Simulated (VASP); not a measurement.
# MgO (Periclase) (Fm-3m) in VASP: a series of runs

Runs on MgO (Periclase). Level: PBE. Tasks: relaxation of cell and atoms.

All numbers are computed with VASP 6.6.1; they aren't measurements. Logs are shortened: lines on timing, memory, paths and dates and some standing lists are left out, and cuts for length are marked.

## Step 1: The structure

It takes space group Fm-3m (No. 225, cubic). Conventional cell: a = 4.217 Å, b = 4.217 Å, c = 4.217 Å, α = 90.00°, β = 90.00°, γ = 90.00°. Mg (site symmetry m-3m) is surrounded by 6 O at 2.11 Å. O (site symmetry m-3m) has 6 Mg at 2.11 Å as nearest neighbours.

## Step 2: Relaxation of cell and atoms, PBE, target pressure 23.2 GPa, at which the enthalpy is minimised

Input file INCAR:

```
SYSTEM = MgO
ALGO     = Normal         ! electronic algorithm
EDIFF    = 1E-6           ! SCF threshold, eV
EDIFFG   = -0.01          ! ionic threshold
ENCUT    = 600            ! plane-wave cutoff, eV
GGA      = PE             ! functional
IBRION   = 2              ! ionic algorithm
ISIF     = 3              ! what is computed and relaxed
ISMEAR   = 0              ! smearing method
LASPH    = .True.         ! aspherical terms in the spheres
LCHARG   = .False.        ! write CHGCAR
LREAL    = .False.        ! projectors in reciprocal space
LWAVE    = .False.        ! write WAVECAR
NELM     = 80             ! most SCF steps
NSW      = 90             ! ionic steps
PREC     = Accurate       ! precision mode
PSTRESS  = 232.0        
SIGMA    = 0.03           ! smearing width, eV
```

Input file KPOINTS:

```
k-points
0
Gamma
  12 12 12
  0 0 0
```

Input file POSCAR:

```
MgO
1.0
    0.0000000000      2.1085000000      2.1085000000
    2.1085000000      0.0000000000      2.1085000000
    2.1085000000      2.1085000000      0.0000000000
Mg O
1 1
Direct
    0.0000000000      0.0000000000      0.0000000000
    0.5000000000      0.5000000000      0.5000000000
```

Potentials or basis: VASP PAW PBE potentials, release 64 (Mg, O).

Command:

```bash
$ cat potpaw_PBE.64/Mg/POTCAR potpaw_PBE.64/O/POTCAR > POTCAR
$ mpirun -np 1 vasp_std > vasp.out
```

OUTCAR:

```text
SYSTEM = MgO
   EDIFF = 1E-6
   EDIFFG = -0.01
   ENCUT = 600
   GGA = PE
   IBRION = 2
   ISIF = 3
   ISMEAR = 0
   LASPH = .True.
   LREAL = .False.
   NELM = 80
   NSW = 90
   PREC = Accurate
   PSTRESS = 232.0

 ion  position               nearest neighbor table
   1  0.000  0.000  0.000-   2 2.11   2 2.11   2 2.11   2 2.11   2 2.11   2 2.11
   2  0.500  0.500  0.500-   1 2.11   1 2.11   1 2.11   1 2.11   1 2.11   1 2.11

  LATTYP: Found a face centered cubic cell.
 ALAT       =     4.2170000000

  Lattice vectors:

 A1 = (   0.0000000000,   2.1085000000,   2.1085000000)
 A2 = (   2.1085000000,   0.0000000000,   2.1085000000)
 A3 = (   2.1085000000,   2.1085000000,   0.0000000000)

Analysis of symmetry for initial positions (statically):
=====================================================================
 Subroutine PRICEL returns:
 Original cell was already a primitive cell.

 Routine SETGRP: Setting up the symmetry group for a
 face centered cubic supercell.

 Subroutine GETGRP returns: Found 48 space group operations
 (whereof 48 operations were pure point group operations)
 out of a pool of 48 trial point group operations.

The static configuration has the point symmetry O_h .

Analysis of symmetry for dynamics (positions and initial velocities):
=====================================================================
 Subroutine PRICEL returns:
 Original cell was already a primitive cell.

 Routine SETGRP: Setting up the symmetry group for a
 face centered cubic supercell.

 Subroutine GETGRP returns: Found 48 space group operations
 (whereof 48 operations were pure point group operations)
 out of a pool of 48 trial point group operations.

The dynamic configuration has the point symmetry O_h .

 Subroutine INISYM returns: Found 48 space group operations
 (whereof 48 operations are pure point group operations),
 and found     1 'primitive' translations

----------------------------------------------------------------------------------------

                                     Primitive cell

  volume of cell :      18.7478

  direct lattice vectors                    reciprocal lattice vectors
     0.000000000  2.108500000  2.108500000    -0.237135404  0.237135404  0.237135404
     2.108500000  0.000000000  2.108500000     0.237135404 -0.237135404  0.237135404
     2.108500000  2.108500000  0.000000000     0.237135404  0.237135404 -0.237135404

  length of vectors
     2.981869296  2.981869296  2.981869296     0.410730569  0.410730569  0.410730569

  position of ions in fractional coordinates (direct lattice)
     0.000000000  0.000000000  0.000000000
     0.500000000  0.500000000  0.500000000

  ion indices of the primitive-cell ions
   primitive index   ion index
                 1           1
                 2           2

----------------------------------------------------------------------------------------

 KPOINTS: k-points

Automatic generation of k-mesh.
 Grid dimensions read from file:
 generate k-points for:   12   12   12

 Generating k-lattice:

  Cartesian coordinates                     Fractional coordinates (reciprocal lattice)
    -0.019761284  0.019761284  0.019761284     0.083333333  0.000000000  0.000000000
     0.019761284 -0.019761284  0.019761284     0.000000000  0.083333333  0.000000000
     0.019761284  0.019761284 -0.019761284     0.000000000  0.000000000  0.083333333

  Length of vectors
     0.034227547  0.034227547  0.034227547

  Shift w.r.t. Gamma in fractional coordinates (k-lattice)
     0.000000000  0.000000000  0.000000000

 Subroutine IBZKPT returns following result:
 ===========================================

 Found     72 irreducible k-points:

 Following reciprocal coordinates:
            Coordinates               Weight
  0.000000  0.000000  0.000000      1.000000
  0.083333  0.000000  0.000000      8.000000
  0.166667  0.000000  0.000000      8.000000
  0.250000  0.000000  0.000000      8.000000
  0.333333  0.000000  0.000000      8.000000
  0.416667  0.000000  0.000000      8.000000
[... 16 lines left out ...]
  0.500000  0.166667  0.000000     24.000000
 -0.416667  0.166667  0.000000     24.000000
 [... further k-points ...]
   k-points           NKPTS =     72   k-points in BZ     NKDIM =     72   number of bands    NBANDS=      8
   number of dos      NEDOS =    301   number of ions     NIONS =      2
   total plane-waves  NPLWV =  13824
   dimension x,y,z NGX =    24 NGY =   24 NGZ =   24
   dimension x,y,z NGXF=    48 NGYF=   48 NGZF=   48
   ions per type =               1   1
   NGX,Y,Z   is equivalent  to a cutoff of  13.38, 13.38, 13.38 a.u.
   NGXF,Y,Z  is equivalent  to a cutoff of  26.76, 26.76, 26.76 a.u.
 SYSTEM =  MgO
   PREC   = accura    normal or accurate (medium, high low for compatibility)
   ISTART =      0    job   : 0-new  1-cont  2-samecut
   ICHARG =      2    charge: 1-file 2-atom 10-const
   ISPIN  =      1    spin polarized calculation?
   LNONCOLLINEAR =      F non collinear calculations
   LSORBIT =      F    spin-orbit coupling
   LASPH  =      T    aspherical Exc in radial PAW
   ENCUT  =  600.0 eV  44.10 Ry    6.64 a.u.   5.96  5.96  5.96*2*pi/ulx,y,z
   NELM   =     80;   NELMIN=  2; NELMDL= -5     # of ELM steps
   EDIFF  = 0.1E-05   stopping-criterion for ELM
   LREAL  =      F    real-space projection
   EDIFFG = -.1E-01   stopping-criterion for IOM
   NSW    =     90    number of steps for IOM
   IBRION =      2    ionic relax: 0-MD 1-quasi-New 2-CG
   NFREE  =      1    steps in history (QN), initial steepest desc. (CG)
   ISIF   =      3    stress and relaxation
   ISYM   =      2    0-nonsym 1-usesym 2-fastsym
   POTIM  = 0.5000    time-step for ionic-motion
   TEBEG  =    0.0;   TEEND  =   0.0 temperature during run
   PSTRESS=  232.0 pullay stress
   NELECT =       8.0000    total number of electrons
   NUPDOWN=      -1.0000    fix difference up-down
   EMIN   =  10.00;   EMAX   =-10.00  energy-range for DOS
   EFERMI =   0.00;   METHOD = LEGACY
   ISMEAR =     0;   SIGMA  =   0.03  broadening in eV -4-tet -1-fermi 0-gaus
   EFERMI_NEDOS =   21; number of points for ismear=-14 and -15
   IALGO  =     38    algorithm
   IMIX   =      4    mixing-type and parameters
     AMIX     =   0.40;   BMIX     =  1.00
     AMIX_MAG =   1.60;   BMIX_MAG =  1.00
  volume/ion in A,a.u.               =       9.37        63.26
  Fermi-wavevector in a.u.,A,eV,Ry     =   1.232503  2.329092 20.668107  1.519063
  Thomas-Fermi vector in A             =   2.367270
   LORBIT       =      0    0 simple, 1 ext, 2 COOP (PROOUT), +10 PAW based schemes
   GGA     = PE    functional components
   LHFCALC =     F    Hartree Fock is set to
   AEXX    =    0.0000 exact exchange contribution
   IVDW    =     0    specifies the selected vdW correction
   LEPSILON=     F    determine dielectric tensor
   LRPA    =     F    only Hartree local field effects (RPA)
 conjugate gradient relaxation of ions
 non-spin polarized calculation
 Gauss-broadening in eV      SIGMA  =   0.03
  energy-cutoff  :      600.00
  volume of cell :       18.75
 maximum number of plane-waves:       642
   NGX = 11   NGY = 11   NGZ = 11

--------------------------------------- Ionic step        1  -------------------------------------------

 number of electron       8.0000005 magnetization

 Free energy of the ion-electron system (eV)
  ---------------------------------------------------
  ext. energy  EPLUGINS =         0.00000000
  ---------------------------------------------------
  free energy    TOTEN  =       -11.91049839 eV

  energy without entropy =      -11.91049839  energy(sigma->0) =      -11.91049839

------------------------ aborting loop because EDIFF is reached ----------------------------------------

  FORCE on cell =-STRESS in cart. coord.  units (eV):
  Direction    XX          YY          ZZ          XY          YZ          ZX
  --------------------------------------------------------------------------------------
  -------------------------------------------------------------------------------------
  Total        0.3614761      0.3614761      0.3614761     -0.0000000     -0.0000000      0.0000000
  in kB       30.8915280     30.8915280     30.8915280     -0.0000000     -0.0000000      0.0000000
  external PRESSURE =    -201.1084720 kB  Pullay stress =     232.0000000 kB

 VOLUME and BASIS-vectors are now :
 -----------------------------------------------------------------------------
  energy-cutoff  :      600.00
  volume of cell :       18.75
      direct lattice vectors                 reciprocal lattice vectors
     0.000000000  2.108500000  2.108500000    -0.237135404  0.237135404  0.237135404
     2.108500000  0.000000000  2.108500000     0.237135404 -0.237135404  0.237135404
     2.108500000  2.108500000  0.000000000     0.237135404  0.237135404 -0.237135404
[... 122 lines left out ...]
  FREE ENERGIE OF THE ION-ELECTRON SYSTEM (eV)
  ---------------------------------------------------
  free  energy   TOTEN  =       -11.7711989575 eV

  energy  without entropy=      -11.7711989575  energy(sigma->0) =      -11.77119896

  enthalpy is  TOTEN    =        -9.3160551390 eV   P V=        2.4551438184

--------------------------------------- Ionic step        5  -------------------------------------------

 number of electron       7.9999997 magnetization

 Free energy of the ion-electron system (eV)
  ---------------------------------------------------
  ext. energy  EPLUGINS =         0.00000000
  ---------------------------------------------------
  free energy    TOTEN  =       -11.77546756 eV

  energy without entropy =      -11.77546756  energy(sigma->0) =      -11.77546756

 E-fermi :   4.0606     XC(G=0): -11.5381

 val. band max:        3.9378225295   @ k =   0.0000   0.0000   0.0000
 cond. band min:       9.6505836351   @ k =   0.0000   0.0000   0.0000
 fundamental gap:      5.7127611057
 Fermi energy:         4.0606375408

 k-point     1 :       0.0000    0.0000    0.0000
  band No.  band energies     occupation
      1     -13.8420      2.00000
      2       3.9378      2.00000
      3       3.9378      2.00000
      4       3.9378      2.00000
      5       9.6506      0.00000
      6      20.2776      0.00000
      7      20.2776      0.00000
      8      20.2776      0.00000

 k-point     2 :       0.0833    0.0000    0.0000
  band No.  band energies     occupation
      1     -13.7554      2.00000
      2       3.4548      2.00000
      3       3.8815      2.00000
      4       3.8815      2.00000
      5      10.0967      0.00000
      6      19.2951      0.00000
      7      20.4734      0.00000
      8      20.4734      0.00000
[... 221 lines left out ...]
 k-point    23 :       0.5000    0.1667    0.0000
  band No.  band energies     occupation
      1     -12.2393      2.00000
      2      -0.6228      2.00000
      3       2.3185      2.00000
      4       2.9762      2.00000
      5      13.6108      0.00000
      6      17.0845      0.00000
      7      19.2358      0.00000
      8      22.0419      0.00000

 k-point    24 :      -0.4167    0.1667    0.0000
  band No.  band energies     occupation
      1     -12.2030      2.00000
      2      -0.6771      2.00000
      3       2.1702      2.00000
      4       3.0341      2.00000
      5      13.6708      0.00000
      6      17.2715      0.00000
      7      19.2039      0.00000
      8      22.0036      0.00000

 [... further k-points ...]

------------------------ aborting loop because EDIFF is reached ----------------------------------------

  FORCE on cell =-STRESS in cart. coord.  units (eV):
  Direction    XX          YY          ZZ          XY          YZ          ZX
  --------------------------------------------------------------------------------------
  -------------------------------------------------------------------------------------
  Total        2.4407780      2.4407780      2.4407780      0.0000000      0.0000000      0.0000000
  in kB      230.2431066    230.2431066    230.2431066      0.0000000      0.0000000      0.0000000
  external PRESSURE =      -1.7568934 kB  Pullay stress =     232.0000000 kB

 VOLUME and BASIS-vectors are now :
 -----------------------------------------------------------------------------
  energy-cutoff  :      600.00
  volume of cell :       16.98
      direct lattice vectors                 reciprocal lattice vectors
    -0.000000000  2.040206266  2.040206266    -0.245073260  0.245073260  0.245073260
     2.040206266 -0.000000000  2.040206266     0.245073260 -0.245073260  0.245073260
     2.040206266  2.040206266  0.000000000     0.245073260  0.245073260 -0.245073260

 POSITION                                       TOTAL-FORCE (eV/Angst)
 -----------------------------------------------------------------------------------
      2.04021      2.04021      4.08041         0.000000     -0.000000     -0.000000
      2.04021      2.04021      2.04021        -0.000000      0.000000      0.000000
 -----------------------------------------------------------------------------------
    total drift:                                0.000000     -0.000000      0.000000

  FREE ENERGIE OF THE ION-ELECTRON SYSTEM (eV)
  ---------------------------------------------------
  free  energy   TOTEN  =       -11.7754675636 eV

  energy  without entropy=      -11.7754675636  energy(sigma->0) =      -11.77546756

  enthalpy is  TOTEN    =        -9.3160649543 eV   P V=        2.4594026092

 reached required accuracy - stopping structural energy minimisation
```

Run time: 20 s. Hardware: 1 thread of AMD EPYC 9R14 (Zen 4), shared host; peak memory 0.13 GiB.

What came out:

| Quantity | Value |
| --- | --- |
| Free energy | -11.7755 eV |
| Relaxed volume | 8.49 Å³/atom |
| Relaxed cell | a = 2.885 Å, b = 2.885 Å, c = 2.885 Å, α = 60.00°, β = 60.00°, γ = 60.00° |
| Space group after relaxing (to 0.05 Å) | Fm-3m (No. 225) |
| Energy change on relaxing (the enthalpy is what falls) | +67.5 meV/atom |
| Ionic steps | 5 |
| Pressure after relaxing | 23.0 GPa |
| Band gap on the k mesh | 5.71 eV, direct |

Step by step:
| step | energy change (eV) | largest force (eV/Å) | pressure (GPa) | volume (Å³) |
| --- | --- | --- | --- | --- |
| 1 | 0.0000 | 0.0000 | 3.09 | 18.75 |
| 2 | 0.3940 | 0.0000 | 44.58 | 15.73 |
| 3 | 0.1344 | 0.0000 | 22.98 | 16.99 |
| 4 | 0.1393 | 0.0000 | 23.45 | 16.96 |
| 5 | 0.1350 | 0.0000 | 23.02 | 16.98 |

Final structure:
```
Mg O
1.0
     0.00000    2.04021    2.04021
     2.04021    0.00000    2.04021
     2.04021    2.04021    0.00000
Mg O
1 1
Direct
  0.00000 0.00000 0.00000
  0.50000 0.50000 0.50000
```

Caveat: the cell is relaxed towards a set pressure, so the enthalpy falls and the energy may rise. A k mesh can miss the band edges.

## Step 3: Relaxation of cell and atoms, PBE, target pressure 23.2 GPa, at which the enthalpy is minimised

This run uses another cell than the first one, of 8.49 Å³/atom, 0.906 times its volume.

Edit INCAR of step 2 so:

```diff
@@ -2,4 +2,4 @@
 ALGO     = Normal         ! electronic algorithm
-EDIFF    = 1E-6           ! SCF threshold, eV
-EDIFFG   = -0.01          ! ionic threshold
+EDIFF    = 1E-7           ! SCF threshold, eV
+EDIFFG   = -0.005         ! ionic threshold
 ENCUT    = 600            ! plane-wave cutoff, eV
```

KPOINTS is that of step 2.

Input file POSCAR:

```
MgO                                     
1.0
   -0.0000000000      2.0402062662      2.0402062662
    2.0402062662     -0.0000000000      2.0402062662
    2.0402062662      2.0402062662      0.0000000000
  Mg              O             
     1     1
Direct
     1.0000000000000000    1.0000000000000000    0.0000000000000000
     0.5000000000000000    0.5000000000000000    0.5000000000000000
```

Potentials or basis: VASP PAW PBE potentials, release 64 (Mg, O).

Command:

```bash
$ cat potpaw_PBE.64/Mg/POTCAR potpaw_PBE.64/O/POTCAR > POTCAR
$ mpirun -np 1 vasp_std > vasp.out
```

Run time: 7.1 s. Hardware: 1 thread of AMD EPYC 9R14 (Zen 4), shared host; peak memory 0.12 GiB.

Results (log left out):

```
Free energy             : -11.7702 eV
Pressure after relaxing : 23.1 GPa
Band gap on the k mesh  : 5.71 eV, direct
```

Final structure:
```cif
data_structure
_symmetry_space_group_name_H-M 'P 1'
_symmetry_Int_Tables_number 1
_cell_length_a 2.8853
_cell_length_b 2.8853
_cell_length_c 2.8853
_cell_angle_alpha 60.000
_cell_angle_beta 60.000
_cell_angle_gamma 60.000
_cell_volume 16.98
loop_
_atom_site_label
_atom_site_type_symbol
_atom_site_fract_x
_atom_site_fract_y
_atom_site_fract_z
_atom_site_occupancy
Mg1 Mg 0.00000 0.00000 0.00000 1
O1 O 0.50000 0.50000 0.50000 1
```

Levels at points of the mesh, in eV from the valence-band top:
```csv
k point,band 2,band 3,band 4,band 5,band 6,band 7
"(0.00, 0.00, 0.00)",0.00,0.00,0.00,5.71,16.34,16.34
"(0.50, 0.00, 0.00)",-5.05,-0.77,-0.77,8.52,13.72,17.32
"(0.50, 0.50, 0.00)",-4.49,-1.49,-1.49,9.22,11.05,14.15
```

Caveat: the relaxation stopped at its first step, so nothing moved; the cell is relaxed towards a set pressure, so the enthalpy falls and the energy may rise. A k mesh can miss the band edges.
